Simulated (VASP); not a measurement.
# HfN (F-43m) in VASP: a series of runs, part 2 of 2

VASP 6.6.1. Earlier steps stand in the parts before.

## Step 5: Single point, PBEsol

File INCAR:

```
SYSTEM = HfN
PREC = Accurate ; ENCUT = 460
EDIFF = 1E-7 ; ISMEAR = 0
SIGMA = 0.05 ; LREAL = Auto
LASPH = .True. ; NELM = 100
ALGO = Normal ; ISIF = 2
LWAVE = .False. ; LCHARG = .False.
GGA = PS ; ADDGRID = .False.
```

File KPOINTS:

```
Automatic mesh
0
Gamma
  5 5 5
  0 0 0
```

File POSCAR:

```
HfN
1.0
    0.0000000000      2.4548220000      2.4548220000
    2.4548220000      0.0000000000      2.4548220000
    2.4548220000      2.4548220000      0.0000000000
Hf N
1 1
Direct
    0.0013890000     -0.0035870000      0.0084710000
    0.2560200000      0.2829830000      0.2320270000
```

Potentials or basis: VASP PAW PBE potentials, release 64 (Hf_pv, N).

Command:

```sh
$ cat potpaw_PBE.64/Hf_pv/POTCAR potpaw_PBE.64/N/POTCAR > POTCAR
$ mpirun -np 1 vasp_std > vasp.out
```

OUTCAR:

```text
SYSTEM = HfN
   PREC = Accurate
   ENCUT = 460
   EDIFF = 1E-7
   ISMEAR = 0
   LREAL = Auto
   LASPH = .True.
   NELM = 100
   ISIF = 2
   GGA = PS

 Found     63 irreducible k-points:

 Following reciprocal coordinates:
            Coordinates               Weight
  0.000000  0.000000  0.000000      1.000000
  0.200000  0.000000  0.000000      2.000000
  0.000000  0.200000  0.000000      2.000000
  0.000000  0.000000  0.200000      2.000000
  0.200000  0.200000  0.200000      2.000000
  0.400000  0.000000  0.000000      2.000000
   k-points           NKPTS =     63   k-points in BZ     NKDIM =     63   number of bands    NBANDS=     11
   number of dos      NEDOS =    301   number of ions     NIONS =      2
   total plane-waves  NPLWV =  13824
   dimension x,y,z NGX =    24 NGY =   24 NGZ =   24
   dimension x,y,z NGXF=    48 NGYF=   48 NGZF=   48
   ions per type =               1   1
   NGX,Y,Z   is equivalent  to a cutoff of  11.49, 11.49, 11.49 a.u.
   NGXF,Y,Z  is equivalent  to a cutoff of  22.99, 22.99, 22.99 a.u.
 SYSTEM =  HfN
   PREC   = accura    normal or accurate (medium, high low for compatibility)
   ISTART =      0    job   : 0-new  1-cont  2-samecut
   ICHARG =      2    charge: 1-file 2-atom 10-const
   ISPIN  =      1    spin polarized calculation?
   LNONCOLLINEAR =      F non collinear calculations
   LSORBIT =      F    spin-orbit coupling
[... 68 lines left out ...]
      8       4.8446      2.00000
      9       7.7803      0.00000
     10       7.7969      0.00000
     11      11.5636      0.00000
[... 57 lines left out ...]
 k-point     6 :       0.4000    0.0000    0.0000
  band No.  band energies     occupation
      1     -25.8796      2.00000
      2     -25.5093      2.00000
      3     -25.4948      2.00000
      4      -9.4489      2.00000
      5      -0.2919      2.00000
      6       0.6223      2.00000
      7       0.8665      2.00000
      8       7.2404      0.00000
      9       7.6230      0.00000
     10       8.2479      0.00000
     11       9.9997      0.00000

 [... further k-points ...]

------------------------ aborting loop because EDIFF is reached ----------------------------------------

  FORCE on cell =-STRESS in cart. coord.  units (eV):
  Direction    XX          YY          ZZ          XY          YZ          ZX
  --------------------------------------------------------------------------------------
  -------------------------------------------------------------------------------------
  Total       -0.8567809     -0.8564667     -0.8848390     -0.9349631     -0.3786580      0.5831439
  in kB      -46.3970463    -46.3800321    -47.9164714    -50.6308267    -20.5053769     31.5788498
  external PRESSURE =     -46.8978499 kB  Pullay stress =       0.0000000 kB

 VOLUME and BASIS-vectors are now :
 -----------------------------------------------------------------------------
  energy-cutoff  :      460.00
  volume of cell :       29.59
      direct lattice vectors                 reciprocal lattice vectors
     0.000000000  2.454822000  2.454822000    -0.203680756  0.203680756  0.203680756
     2.454822000  0.000000000  2.454822000     0.203680756 -0.203680756  0.203680756
     2.454822000  2.454822000  0.000000000     0.203680756  0.203680756 -0.203680756

 POSITION                                       TOTAL-FORCE (eV/Angst)
 -----------------------------------------------------------------------------------
      2.46681      0.02420      2.44943         0.334546     -0.608414      0.838651
      1.26426      1.19807      1.32316        -0.334546      0.608414     -0.838651
 -----------------------------------------------------------------------------------
    total drift:                                0.000248      0.000998      0.000319

  FREE ENERGIE OF THE ION-ELECTRON SYSTEM (eV)
  ---------------------------------------------------
  free  energy   TOTEN  =       -22.1442866800 eV

  energy  without entropy=      -22.1432226887  energy(sigma->0) =      -22.14375468
```

It took 12 s on 1 thread of Intel Xeon 6975P-C (Granite Rapids), shared host; peak memory 0.14 GiB.

The run converged, but some of its settings lie outside the range that counts as converged, so its numbers aren't taken as properties of the crystal.

What came out:

* Free energy: -22.1443 eV
* Pressure: -4.7 GPa
* Largest force: 1.089 eV/Å
* Band gap on the k mesh: none (metal or under the smearing width)

Caveat: the k mesh is coarse (spacing up to 0.44 Å⁻¹), so the values aren't converged; the cutoff is under 1.25 times the usual one of these potentials, so pressure, stress and relaxed cells hold a basis-set (Pulay) error; the PAW data sets were made with another functional, which shifts forces and pressure a little.

## Step 6: Single point, PBEsol

File INCAR:

```
SYSTEM = HfN
PREC = Accurate ; ENCUT = 460
EDIFF = 0.01 ; ISMEAR = 0
SIGMA = 0.05 ; LREAL = .False.
LASPH = .True. ; NELM = 100
ALGO = Normal ; ISIF = 2
LWAVE = .False. ; LCHARG = .False.
GGA = PS ; ADDGRID = .False.
```

KPOINTS is that of step 5.

File POSCAR:

```
HfN
1.0
    0.0000000000      2.4548220000      2.4548220000
    2.4548220000      0.0000000000      2.4548220000
    2.4548220000      2.4548220000      0.0000000000
Hf N
1 1
Direct
    0.0000000000      0.0000000000      0.0000000000
    0.2500000000      0.2500000000      0.2500000000
```

Potentials or basis: VASP PAW PBE potentials, release 64 (Hf_pv, N).

Command:

```sh
$ cat potpaw_PBE.64/Hf_pv/POTCAR potpaw_PBE.64/N/POTCAR > POTCAR
$ mpirun -np 1 vasp_std > vasp.out
```

Run time: 2.1 s. Hardware: 1 thread of Intel Xeon 6975P-C (Granite Rapids), shared host; peak memory 0.13 GiB.

These settings aren't checked as converged: the numbers below hold their error.

What came out:

```
Free energy            : -22.1868 eV
Pressure               : -5.8 GPa
Band gap on the k mesh : none (metal or under the smearing width)
```

Caveat: the k mesh is coarse (spacing up to 0.44 Å⁻¹), so the values aren't converged; the cutoff is under 1.25 times the usual one of these potentials, so pressure, stress and relaxed cells hold a basis-set (Pulay) error; the PAW data sets were made with another functional, which shifts forces and pressure a little.
